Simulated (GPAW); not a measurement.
Ag:

```
Ag
1.0
    -1.65565    1.65565    1.65565
     1.65565   -1.65565    1.65565
     1.65565    1.65565   -1.65565
Ag
1
Direct
  0.00000 0.00000 0.00000
```

This isn't the form of Ag at room conditions, which is fcc.

Base run:

- Program: GPAW 26.7.0
- Functional: PBEsol
- Potentials or basis: PAW data sets generated in the run's folder for this functional
- Cutoff: 600 eV
- Basis: pw
- k mesh: 11 × 11 × 11
- Occupations: fermi-dirac, width 0.05 eV
- Spin: no spin polarisation

Its results: pressure -7.3 GPa.

**Question.** The run is repeated on the same cell with these changes: functional from PBEsol to LDA; potentials or basis from PAW data sets generated in the run's folder for this functional to the program's PAW data sets (release 1.2.1) made for this functional. What comes out?

**Answer.** Pressure -11.5 GPa.
